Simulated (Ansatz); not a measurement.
Fe2O3 (Hematite):

```xyz
10
Lattice="2.5190 1.4543 4.5907 -2.5190 1.4543 4.5907 0.0000 -2.9087 4.5907" Properties=species:S:1:pos:R:3 pbc="T T T"
Fe    0.0000    0.0000    4.8932
Fe    0.0000    0.0000    1.9928
Fe    0.0000    0.0000    8.8788
Fe    0.0000    0.0000   11.7792
O     0.7706   -1.5740    8.0337
O    -1.7484    0.1197    8.0337
O     0.9779    1.4543    8.0337
O    -0.7706    1.5740    5.7383
O     1.7484   -0.1197    5.7383
O    -0.9779   -1.4543    5.7383
```

```yaml
Program: Ansatz 0.2.0
Task: relaxation of cell and atoms
Functional: PBEsol
Potentials_or_basis: Ansatz PAW
Cutoff: "420 eV (not typed: the program's choice for these potentials)"
k_mesh: 7 × 7 × 7
Occupations: fermi-dirac, width 0.05 eV
Spin: collinear spin, ferromagnetic start
Starting_moments: "[3.0, 3.0, 3.0, 3.0, 0.0, 0.0, 0.0, 0.0, 0.0, 0.0] μB"
```

At the start: volume 10.09 Å³/atom.

How do energy, volume and symmetry change on relaxing?

It ends after 11 steps and the volume is 8.40 Å³/atom (-16.7 %); space group R-3c (No. 167, to 0.05 Å); moment 4.00 μB per cell.

Step by step:
| step | energy change (eV) | largest force (eV/Å) | volume (Å³) |
| --- | --- | --- | --- |
| 1 | 0.0000 | 0.9474 | 100.91 |
| 2 | -0.5180 | 0.9238 | 97.32 |
| 3 | -1.7034 | 0.8213 | 85.43 |
| 4 | -1.8724 | 0.4332 | 85.84 |
| 5 | -1.9434 | 0.0250 | 83.22 |
| 6 | -1.9489 | 0.0291 | 84.26 |
| 7 | -1.9490 | 0.0105 | 84.25 |
| 8 | -1.9490 | 0.0001 | 84.25 |
| 9 | -1.9077 | 0.0025 | 84.25 |
| 10 | -1.9097 | 0.0014 | 84.04 |
| 11 | -1.9081 | 0.0015 | 84.04 |

Final structure:
```
Fe O
1.0
     2.34889    1.35613    4.39691
    -2.34889    1.35613    4.39691
     0.00000   -2.71226    4.39691
Fe O
4 6
Direct
  0.34537 0.34537 0.34537
  0.15463 0.15463 0.15463
  0.65463 0.65463 0.65463
  0.84537 0.84537 0.84537
  0.56391 0.25000 0.93609
  0.25000 0.93609 0.56391
  0.93609 0.56391 0.25000
  0.43609 0.75000 0.06391
  0.75000 0.06391 0.43609
  0.06391 0.43609 0.75000
```

Caveat: the volume moved by over 15 % at a fixed basis, so the end points are rough; the plane-wave basis is chosen anew once the cell has moved, so the energies of steps on either side of that aren't comparable; the pressure holds a Pulay correction of +1.1 GPa for the finite cutoff; only a ferromagnetic start was run, and an antiferromagnetic order may lie lower in energy; the PAW data sets come from PBE, with cores solved anew for the run's functional, which leaves a small shift of forces and pressure.
